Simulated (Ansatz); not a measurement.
Notes on Lu

```yaml
crystal:
  lattice:
    - [3.40814, 0.00000, 0.00000]
    - [-1.70407, 2.95153, 0.00000]
    - [0.00000, 0.00000, 5.42021]
  atoms:
    - { symbol: Lu, position: [0.33333, 0.66667, 0.25000] }
    - { symbol: Lu, position: [0.66667, 0.33333, 0.75000] }
```

Level: PBE, no spin polarisation; 420 eV; 9×9×5 Γ-centred mesh; methfessel-paxton occupations (width 0.0327 eV); Ansatz 0.2.0, fixed geometry.

(1) Describe some of the short contacts.

(2) Are the atoms at rest?

(3) What does the stress say?

(4) Is there a gap?

Origin: a known structure type with other elements, at an estimated volume, so it need not be a known compound. Caveats: many states at the Fermi level without spin polarisation, so a magnetic state may lie lower.

Answers

(1) Lu–Lu at 3.35 Å: least valence density 0.13 e/Å³ and ELF 0.20 there. These are pseudo-fields; inside the PAW spheres they differ from the all-electron ones.

(2) The forces vanish by the symmetry of the sites.

(3) The pressure is 3.3 GPa (compression positive), so with the atoms held at these fractions the cell would first expand. The principal stresses 2.5, 3.8, 3.8 GPa differ, so its shape would change too.

(4) It is a metal, with about 3.6 states/eV a cell as the mean within 0.25 eV of the Fermi level, mostly Lu d (89 %).
